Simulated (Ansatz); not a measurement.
## NiO2 in Ansatz: the effect of functional

Crystal: NiO2.

```
CELL_PARAMETERS angstrom
1.42058 0.82017 7.06607
-1.42058 0.82017 7.06607
0.00000 -1.64034 7.06607
ATOMIC_POSITIONS crystal
Ni 0.00000 0.00000 0.00000
O 0.37879 0.37879 0.37879
O 0.62121 0.62121 0.62121
```

The cell comes from a database or a generator and needn't be the stable form of this composition.

The cell isn't the ideal one: volume scaled by 1.04.

Alike in all runs:

| Quantity | Value |
| --- | --- |
| Program | Ansatz 0.2.0 |
| Task | single point |
| Potentials or basis | Ansatz PAW |
| k mesh | 11 × 11 × 11 |
| Occupations | fermi-dirac, width 0.05 eV |
| Spin | collinear spin, ferromagnetic start |
| Starting moments | [1.0, 0.0, 0.0] μB |

| functional | cutoff | gap on the mesh (eV) | pressure (GPa) | largest force (eV/Å) |
| --- | --- | --- | --- | --- |
| LDA | 420 eV (not typed: the program's choice for these potentials) | 1.13 | -11.8 | 1.43 |
| PBEsol | 420 eV (not typed: the program's choice for these potentials) | 1.19 | -8.0 | 0.98 |
| r2SCAN | 500 eV (not typed: the program's choice for these potentials) | ? | ? | ? |

Q: What does the run with functional r2SCAN give?

A: gap on the mesh 1.70 eV; pressure -8.6 GPa; largest force 0.95 eV/Å.

Caveats: odd divisions of the mesh miss points on the zone boundary, where band edges often lie, so the gap on the mesh can be too wide; the PAW data sets come from PBE, with cores solved anew for the run's functional, which leaves a small shift of forces and pressure; the starting moments weren't kept; forces of over 1 eV/Å show positions far from the minimum, so gaps and moduli don't describe the material at rest (some runs); the magnetic or orbital state may not be the lowest (some runs).

A k mesh can miss the band edges.
